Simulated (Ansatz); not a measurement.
Computed with Ansatz, DFT PBE, scalar-relativistic, plane waves, PAW. Settings: cutoff 420 eV, Γ-centred meshes spaced at most about 0.3 Å⁻¹, and about 0.25 Å⁻¹ or finer for metals (2π included), Gaussian smearing. No spin polarisation.

These are static total energies at zero pressure.

Compare these two cells of SiMo3, each relaxed at this level.

A.

```
CELL_PARAMETERS angstrom
3.91512 0.00000 0.00000
0.00000 3.91512 0.00000
0.00000 0.00000 3.91512
ATOMIC_POSITIONS crystal
Si 0.00000 0.00000 0.00000
Mo 0.00000 0.50000 0.50000
Mo 0.50000 0.00000 0.50000
Mo 0.50000 0.50000 0.00000
```

B.

```
CELL_PARAMETERS angstrom
0.00000 3.09896 3.09896
3.09896 0.00000 3.09896
3.09896 3.09896 0.00000
ATOMIC_POSITIONS crystal
Si 0.00000 0.00000 0.00000
Mo 0.75000 0.75000 0.75000
Mo 0.25000 0.25000 0.25000
Mo 0.50000 0.50000 0.50000
```

Task: Which form is favoured at zero pressure, and by what margin per atom?

Result: B is lower, by 89 meV/atom. A has the Cu3Au (L1_2) type, space group Pm-3m (No. 221), 15.0 Å³/atom and no gap on its mesh; B has the BiF3 (D0_3) type, space group Fm-3m (No. 225), 14.9 Å³/atom and no gap. Counting Mo atoms around Si (those within 1.25 times the shortest such distance or 1.15 times the sum of covalent radii, 1.27 where that leaves under three; a plus sign parts nearer from farther groups), A has Si 12 and B has Si 8+6. Both come from invented guesses. The lowest form computed isn't among them: it has the A15 type, space group Pm-3n (No. 223), 14.8 Å³/atom, is reached from a cell as deposited in COD and lies 262 meV/atom below the best shown.

Cells relaxed within their symmetry can be saddle points. Some candidate types were left out of the draw beforehand, so a known form may be missing.
